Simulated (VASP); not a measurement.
# Zr (Im-3m) in VASP: notebook

One crystal, Zr, is run at these levels: PBE, TPSS; tasks: band structure.

Everything below comes from runs of VASP 6.6.1. Logs are shortened: lines on timing, memory, paths and dates and some standing lists are left out, and cuts for length are marked.

### Step 1. The crystal as given

Symmetry: Im-3m, No. 229, cubic system. The conventional cell has a = 3.620 Å, b = 3.620 Å, c = 3.620 Å, α = 90.00°, β = 90.00°, γ = 90.00°. Zr (site symmetry m-3m) is surrounded by 8 Zr at 3.14 Å.

This isn't the form of Zr at room conditions, which is hcp.

### Step 2. Band structure, PBE

INCAR

```
PREC = Accurate ; ENCUT = 600
EDIFF = 1E-6 ; ISMEAR = -1
SIGMA = 0.05 ; LREAL = False
LASPH = True ; NELM = 80
ALGO = Normal ; ISIF = 2
LWAVE = False ; LCHARG = False
LMAXMIX = 4 ; GGA = PE
NBANDS = 12
```

KPOINTS

```
Automatic mesh
0
Gamma
  10 10 10
```

POSCAR

```
Zr
1.0
   -1.8100000000      1.8100000000      1.8100000000
    1.8100000000     -1.8100000000      1.8100000000
    1.8100000000      1.8100000000     -1.8100000000
Zr
1
Direct
    0.0000000000      0.0000000000      0.0000000000
```

KPOINTS_OPT

```
path GHNGPH,PN
10
line-mode
reciprocal
 0.0000000000  0.0000000000  0.0000000000  G
 0.5000000000 -0.5000000000  0.5000000000  H

 0.5000000000 -0.5000000000  0.5000000000  H
 0.0000000000  0.0000000000  0.5000000000  N

 0.0000000000  0.0000000000  0.5000000000  N
 0.0000000000  0.0000000000  0.0000000000  G

 0.0000000000  0.0000000000  0.0000000000  G
 0.2500000000  0.2500000000  0.2500000000  P

 0.2500000000  0.2500000000  0.2500000000  P
 0.5000000000 -0.5000000000  0.5000000000  H

 0.2500000000  0.2500000000  0.2500000000  P
 0.0000000000  0.0000000000  0.5000000000  N
```

Potentials or basis: VASP PAW PBE potentials, release 64 (Zr_sv_GW).

On the command line:

```bash
> cat potpaw_PBE.64/Zr_sv_GW/POTCAR > POTCAR
> mpirun -np 1 vasp_std > vasp.out
```

OUTCAR:

```text
PREC = Accurate
   ENCUT = 600
   EDIFF = 1E-6
   ISMEAR = -1
   LREAL = False
   LASPH = True
   NELM = 80
   ISIF = 2
   GGA = PE

 ion  position               nearest neighbor table
   1  0.000  0.000  0.000-

  LATTYP: Found a body centered cubic cell.
 ALAT       =     3.6200000000

  Lattice vectors:

 A1 = (  -1.8100000000,   1.8100000000,   1.8100000000)
 A2 = (   1.8100000000,  -1.8100000000,   1.8100000000)
 A3 = (   1.8100000000,   1.8100000000,  -1.8100000000)

Analysis of symmetry for initial positions (statically):
=====================================================================
 Subroutine PRICEL returns:
 Original cell was already a primitive cell.

 Routine SETGRP: Setting up the symmetry group for a
 body centered cubic supercell.

 Subroutine GETGRP returns: Found 48 space group operations
 (whereof 48 operations were pure point group operations)
 out of a pool of 48 trial point group operations.

The static configuration has the point symmetry O_h .

Analysis of symmetry for dynamics (positions and initial velocities):
=====================================================================
 Subroutine PRICEL returns:
 Original cell was already a primitive cell.

 Routine SETGRP: Setting up the symmetry group for a
 body centered cubic supercell.

 Subroutine GETGRP returns: Found 48 space group operations
 (whereof 48 operations were pure point group operations)
 out of a pool of 48 trial point group operations.

The dynamic configuration has the point symmetry O_h .

 Subroutine INISYM returns: Found 48 space group operations
 (whereof 48 operations are pure point group operations),
 and found     1 'primitive' translations

----------------------------------------------------------------------------------------

                                     Primitive cell

  volume of cell :      23.7190

  direct lattice vectors                    reciprocal lattice vectors
    -1.810000000  1.810000000  1.810000000     0.000000000  0.276243094  0.276243094
     1.810000000 -1.810000000  1.810000000     0.276243094  0.000000000  0.276243094
     1.810000000  1.810000000 -1.810000000     0.276243094  0.276243094  0.000000000

  length of vectors
     3.135011962  3.135011962  3.135011962     0.390666730  0.390666730  0.390666730

  position of ions in fractional coordinates (direct lattice)
     0.000000000  0.000000000  0.000000000

[... 81 lines left out ...]
   ISIF   =      2    stress and relaxation
   ISYM   =      2    0-nonsym 1-usesym 2-fastsym
   POTIM  = 0.5000    time-step for ionic-motion
   TEBEG  =    0.0;   TEEND  =   0.0 temperature during run
   PSTRESS=    0.0 pullay stress
   NELECT =      12.0000    total number of electrons
   NUPDOWN=      -1.0000    fix difference up-down
   EMIN   =  10.00;   EMAX   =-10.00  energy-range for DOS
   EFERMI =   0.00;   METHOD = LEGACY
   ISMEAR =    -1;   SIGMA  =   0.05  broadening in eV -4-tet -1-fermi 0-gaus
   EFERMI_NEDOS =   21; number of points for ismear=-14 and -15
   IALGO  =     38    algorithm
   IMIX   =      4    mixing-type and parameters
     AMIX     =   0.40;   BMIX     =  1.00
     AMIX_MAG =   1.60;   BMIX_MAG =  1.00
  volume/ion in A,a.u.               =      23.72       160.06
  Fermi-wavevector in a.u.,A,eV,Ry     =   1.304478  2.465105 23.152520  1.701662
  Thomas-Fermi vector in A             =   2.435411
   LORBIT       =      0    0 simple, 1 ext, 2 COOP (PROOUT), +10 PAW based schemes
   GGA     = PE    functional components
   LHFCALC =     F    Hartree Fock is set to
   AEXX    =    0.0000 exact exchange contribution
   IVDW    =     0    specifies the selected vdW correction
   LEPSILON=     F    determine dielectric tensor
   LRPA    =     F    only Hartree local field effects (RPA)
 non-spin polarized calculation
  energy-cutoff  :      600.00
  volume of cell :       23.72
 maximum number of plane-waves:       802
 NGX is ok and might be reduce to    28
   NGX = 13   NGY = 13   NGZ = 13

 number of electron      11.9999997 magnetization

 Free energy of the ion-electron system (eV)
  ---------------------------------------------------
  ext. energy  EPLUGINS =         0.00000000
  ---------------------------------------------------
  free energy    TOTEN  =       -10.17946045 eV

  energy without entropy =      -10.16318566  energy(sigma->0) =      -10.17132305

 E-fermi :   8.4590     XC(G=0): -10.9987

 val. band max:        8.4269244901   @ k =   0.2000   0.2000   0.0000
 cond. band min:       8.4967636372   @ k =   0.3000   0.2000   0.1000
 fundamental gap:      0.0698391471
 Fermi energy:         8.4589862003

 k-point     1 :       0.0000    0.0000    0.0000
  band No.  band energies     occupation
      1     -40.0970      2.00000
      2     -17.6491      2.00000
      3     -17.6491      2.00000
      4     -17.6491      2.00000
      5       3.0867      2.00000
      6       9.5316      0.00000
      7       9.5316      0.00000
      8       9.5316      0.00000
      9      11.9523      0.00000
     10      11.9523      0.00000
     11      20.7079      0.00000
     12      20.7079      0.00000
[... 331 lines left out ...]
 k-point    24 :      -0.3000    0.3000    0.1000
  band No.  band energies     occupation
      1     -39.9951      2.00000
      2     -18.2448      2.00000
      3     -17.8723      2.00000
      4     -17.7209      2.00000
      5       5.5334      2.00000
      6       8.6005      0.11142
      7       8.6031      0.10604
      8      10.8724      0.00000
      9      12.0719      0.00000
     10      12.6821      0.00000
     11      20.1179      0.00000
     12      21.7435      0.00000

 [... further k-points ...]

------------------------ aborting loop because EDIFF is reached ----------------------------------------

  FORCE on cell =-STRESS in cart. coord.  units (eV):
  Direction    XX          YY          ZZ          XY          YZ          ZX
  --------------------------------------------------------------------------------------
  -------------------------------------------------------------------------------------
  Total       -0.5517149     -0.5517149     -0.5517149      0.0000000      0.0000000      0.0000000
  in kB      -37.2674407    -37.2674407    -37.2674407      0.0000000      0.0000000      0.0000000
  external PRESSURE =     -37.2674407 kB  Pullay stress =       0.0000000 kB

 VOLUME and BASIS-vectors are now :
 -----------------------------------------------------------------------------
  energy-cutoff  :      600.00
  volume of cell :       23.72
      direct lattice vectors                 reciprocal lattice vectors
    -1.810000000  1.810000000  1.810000000     0.000000000  0.276243094  0.276243094
     1.810000000 -1.810000000  1.810000000     0.276243094  0.000000000  0.276243094
     1.810000000  1.810000000 -1.810000000     0.276243094  0.276243094  0.000000000

 POSITION                                       TOTAL-FORCE (eV/Angst)
 -----------------------------------------------------------------------------------
      0.00000      0.00000      0.00000        -0.000000     -0.000000      0.000000
 -----------------------------------------------------------------------------------
    total drift:                               -0.000000     -0.000000     -0.000000

  FREE ENERGIE OF THE ION-ELECTRON SYSTEM (eV)
  ---------------------------------------------------
  free  energy   TOTEN  =       -10.1794604511 eV

  energy  without entropy=      -10.1631856557  energy(sigma->0) =      -10.17132305
```

OSZICAR:

```text
N       E                     dE             d eps       ncg     rms          rms(c)
DAV:   1     0.872274450286E+02    0.87227E+02   -0.71779E+03  1128   0.110E+03
DAV:   2    -0.329904083262E+01   -0.90526E+02   -0.85787E+02  1520   0.348E+02
DAV:   3    -0.106197016884E+02   -0.73207E+01   -0.71967E+01  1492   0.778E+01
[... 18 lines left out ...]
DAV:   8    -0.754654134146E+04   -0.99767E-06     1160
       N       E                     dE             ncg
DAV:   1     0.128973735055E+05   -0.80286E+04      312
DAV:   2     0.117333452488E+05   -0.11640E+04      400
DAV:   3     0.116317385331E+05   -0.10161E+03      408
DAV:   4     0.116289561910E+05   -0.27823E+01      428
DAV:   5     0.116288876492E+05   -0.68542E-01      428
DAV:   6     0.116288858187E+05   -0.18304E-02      448
DAV:   7     0.116288858030E+05   -0.15765E-04      420
DAV:   8     0.116288858029E+05   -0.82182E-07      404
```

stdout:

```text
POSCAR found type information on POSCAR Zr
 POSCAR found :  1 types and       1 ions
 scaLAPACK will be used
 LDA part: xc-table for (Slater+PW92), standard interpolation
 POSCAR, INCAR and KPOINTS ok, starting setup
 FFT: planning ... GRIDC
 FFT: planning ... GRID_SOFT
 FFT: planning ... GRID
 WAVECAR not read
 entering main loop
 Start KPOINTS_OPT (optional k-point list driver)
k-point batch [1-47\60]
k-point batch [48-60\60]
```

It took 15 s on 1 thread of Intel Xeon 6975P-C (Granite Rapids), shared host; peak memory 0.17 GiB.

What came out:

| Property | Result |
| --- | --- |
| Free energy | -10.1795 eV |
| Pressure | -3.7 GPa |
| Band gap along the path | none (metal or under the smearing width) |

Levels at the corners of the path, in eV from the Fermi level:
```
point  band 2  band 3  band 4  band 5  band 6  band 7  band 8  band 9  band 10  band 11
    Γ  -26.11  -26.11  -26.11   -5.37    1.07    1.07    1.07    3.49     3.49    12.25
    H  -26.73  -26.73  -26.73   -2.50   -2.50    5.47    5.47    5.47     7.21     7.21
    H  -26.73  -26.73  -26.73   -2.50   -2.50    5.47    5.47    5.47     7.21     7.21
    N  -27.02  -26.40  -26.11   -2.76   -0.67    1.47    3.47    4.13     6.12     9.88
    N  -27.02  -26.40  -26.11   -2.76   -0.67    1.47    3.47    4.13     6.12     9.88
    Γ  -26.11  -26.11  -26.11   -5.37    1.07    1.07    1.07    3.49     3.49    12.25
    Γ  -26.11  -26.11  -26.11   -5.37    1.07    1.07    1.07    3.49     3.49    12.25
    P  -26.56  -26.56  -26.56   -0.57   -0.57   -0.57    4.25    4.25     7.23    10.16
    P  -26.56  -26.56  -26.56   -0.57   -0.57   -0.57    4.25    4.25     7.23    10.16
    H  -26.73  -26.73  -26.73   -2.50   -2.50    5.47    5.47    5.47     7.21     7.21
    P  -26.56  -26.56  -26.56   -0.57   -0.57   -0.57    4.25    4.25     7.23    10.16
    N  -27.02  -26.40  -26.11   -2.76   -0.67    1.47    3.47    4.13     6.12     9.88
```

### Step 3. Band structure, PBE

POSCAR is that of step 2.

INCAR.step1

```
SYSTEM = Zr
  PREC = Accurate
  ENCUT = 550
  EDIFF = 1E-7
  ISMEAR = -1
  SIGMA = 0.05
  LREAL = .False.
  LASPH = .True.
  NELM = 60
  ALGO = Normal
  ISIF = 2
  LWAVE = .False.
  LCHARG = .True.
  LMAXMIX = 4
  GGA = PE
  NBANDS = 12
```

KPOINTS.step1

```
regular mesh
0
Gamma
  10 10 10
  0 0 0
```

INCAR.step2

```
SYSTEM = Zr
  PREC = Accurate
  ENCUT = 550
  EDIFF = 1E-7
  ISMEAR = 0
  SIGMA = 0.05
  LREAL = .False.
  LASPH = .True.
  NELM = 60
  ALGO = Normal
  ISIF = 2
  LWAVE = .False.
  LCHARG = .False.
  LMAXMIX = 4
  GGA = PE
  NBANDS = 12
  ICHARG = 11
```

KPOINTS.step2

```
path GHNGPH,PN
15
line-mode
reciprocal
 0.0000000000  0.0000000000  0.0000000000  G
 0.5000000000 -0.5000000000  0.5000000000  H

 0.5000000000 -0.5000000000  0.5000000000  H
 0.0000000000  0.0000000000  0.5000000000  N

 0.0000000000  0.0000000000  0.5000000000  N
 0.0000000000  0.0000000000  0.0000000000  G

 0.0000000000  0.0000000000  0.0000000000  G
 0.2500000000  0.2500000000  0.2500000000  P

 0.2500000000  0.2500000000  0.2500000000  P
 0.5000000000 -0.5000000000  0.5000000000  H

 0.2500000000  0.2500000000  0.2500000000  P
 0.0000000000  0.0000000000  0.5000000000  N
```

Potentials or basis: VASP PAW PBE potentials, release 64 (Zr_sv_GW).

On the command line:

```bash
> cat potpaw_PBE.64/Zr_sv_GW/POTCAR > POTCAR
> cp INCAR.step1 INCAR
> cp KPOINTS.step1 KPOINTS
> mpirun -np 1 vasp_std > vasp.out
> cp INCAR.step2 INCAR
> cp KPOINTS.step2 KPOINTS
> mpirun -np 1 vasp_std > vasp.out
```

Run time: 12 s. Hardware: 1 thread of Intel Xeon 6975P-C (Granite Rapids), shared host; peak memory 0.16 GiB.

It converged, with:

| Quantity | Value |
| --- | --- |
| Band gap along the path | none (metal or under the smearing width) |

Levels at the corners of the path, in eV from the Fermi level:
```csv
point,band 4,band 5,band 6,band 7,band 8,band 9
Γ,-26.11,-5.37,1.07,1.07,1.07,3.49
H,-26.73,-2.50,-2.50,5.47,5.47,5.47
H,-26.73,-2.50,-2.50,5.47,5.47,5.47
N,-26.11,-2.77,-0.67,1.47,3.47,4.13
N,-26.11,-2.77,-0.67,1.47,3.47,4.13
Γ,-26.11,-5.37,1.07,1.07,1.07,3.49
Γ,-26.11,-5.37,1.07,1.07,1.07,3.49
P,-26.56,-0.57,-0.57,-0.57,4.25,4.25
P,-26.56,-0.57,-0.57,-0.57,4.25,4.25
H,-26.73,-2.50,-2.50,5.47,5.47,5.47
P,-26.56,-0.57,-0.57,-0.57,4.25,4.25
N,-26.11,-2.77,-0.67,1.47,3.47,4.13
```

Caveat: the log is that of the step along the path at fixed density, whose energy, stress, charges and moments have no meaning.

### Step 4. Band structure, TPSS

INCAR

```
SYSTEM = Zr
ALGO = Normal
EDIFF = 1E-6
ENCUT = 520
ISIF = 2
ISMEAR = -1
LASPH = .TRUE.
LCHARG = .FALSE.
LMAXMIX = 4
LMIXTAU = .TRUE.
LREAL = .FALSE.
LWAVE = .FALSE.
METAGGA = TPSS
NBANDS = 12
NELM = 60
PREC = Accurate
SIGMA = 0.05
```

KPOINTS

```
k-points
0
G
  10 10 10
  0 0 0
```

POSCAR is that of step 3.

KPOINTS_OPT: that of step 2 with these lines changed.

```diff
@@ -1,3 +1,3 @@
 path GHNGPH,PN
-10
+20
 line-mode
```

Potentials or basis: VASP PAW PBE potentials, release 64 (Zr_sv).

On the command line:

```bash
> cat potpaw_PBE.64/Zr_sv/POTCAR > POTCAR
> mpirun -np 1 vasp_std > vasp.out
```

Wall time 35 s (1 thread of Intel Xeon 6975P-C (Granite Rapids), shared host); peak memory 0.15 GiB.

Results (log left out):

| Item | Value |
| --- | --- |
| Free energy | -17.1301 eV |
| Pressure | -4.8 GPa |
| Band gap along the path | none (metal or under the smearing width) |

Levels at the corners of the path, in eV from the Fermi level:
```csv
point,band 2,band 3,band 4,band 5,band 6,band 7,band 8,band 9,band 10,band 11
Γ,-26.46,-26.46,-26.46,-5.36,1.10,1.10,1.10,3.55,3.55,12.24
H,-27.08,-27.08,-27.08,-2.51,-2.51,5.55,5.55,5.55,7.22,7.22
H,-27.08,-27.08,-27.08,-2.51,-2.51,5.55,5.55,5.55,7.22,7.22
N,-27.36,-26.75,-26.47,-2.77,-0.66,1.43,3.54,4.20,6.21,9.85
N,-27.36,-26.75,-26.47,-2.77,-0.66,1.43,3.54,4.20,6.21,9.85
Γ,-26.46,-26.46,-26.46,-5.36,1.10,1.10,1.10,3.55,3.55,12.24
Γ,-26.46,-26.46,-26.46,-5.36,1.10,1.10,1.10,3.55,3.55,12.24
P,-26.91,-26.91,-26.91,-0.58,-0.58,-0.58,4.32,4.32,7.36,10.20
P,-26.91,-26.91,-26.91,-0.58,-0.58,-0.58,4.32,4.32,7.36,10.20
H,-27.08,-27.08,-27.08,-2.51,-2.51,5.55,5.55,5.55,7.22,7.22
P,-26.91,-26.91,-26.91,-0.58,-0.58,-0.58,4.32,4.32,7.36,10.20
N,-27.36,-26.75,-26.47,-2.77,-0.66,1.43,3.54,4.20,6.21,9.85
```

Caveat: the PAW data sets were made with another functional, which shifts forces and pressure a little.

### Step 5. Summary

| level | potentials or basis | cutoff (eV) | pressure (GPa) |
| --- | --- | --- | --- |
| PBE | VASP PAW PBE potentials, release 64 (Zr_sv_GW) | 600 | -3.7 |
| PBE | VASP PAW PBE potentials, release 64 (Zr_sv_GW) | 550 | - |
| TPSS | VASP PAW PBE potentials, release 64 (Zr_sv) | 520 | -4.8 |

Alike in all rows: task band structure; no spin polarisation; cell as given; k mesh 10 × 10 × 10; smearing fermi-dirac 0.05 eV.

Caveats: the PAW data sets were made with another functional, which shifts forces and pressure a little (some runs).

Total energies depend on the potentials used, so only differences within one code and one set of settings carry meaning.
